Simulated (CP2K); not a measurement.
**W in CP2K: the effect of functional**

Crystal: W.

```
W
1.0
     2.74070    0.00000    0.00000
    -0.91357    2.58396    0.00000
    -0.91357   -1.29198    2.23777
W
1
Direct
  0.00000 0.00000 0.00000
```

Alike in all runs:

* Program: CP2K 2026.2
* Task: atomic charges
* Potentials or basis: POTENTIAL_UZH W GTH-PBE-q14; TZVP-MOLOPT-PBE-GTH basis
* Density cutoff: 9184 eV
* k mesh: 12 × 12 × 12
* Occupations: fermi-dirac, width 0.05 eV
* Spin: no spin polarisation

```csv
functional,pressure (GPa)
PBE,3.6
LDA,?
PBEsol,-3.4
BLYP,13.9
optB88-vdW,4.6
HLE16,-57.2
r2SCAN,1.2
```

Task: What does the run with functional LDA give?

Result: Pressure -7.0 GPa.

Caveats: the basis of atomic orbitals isn't converged, which shifts pressures, moduli and gaps; the potentials were made for another functional, which shifts forces and pressure (some runs); the potentials were made for a functional far from this one (some runs); the cell as given lies far from equilibrium (some runs).
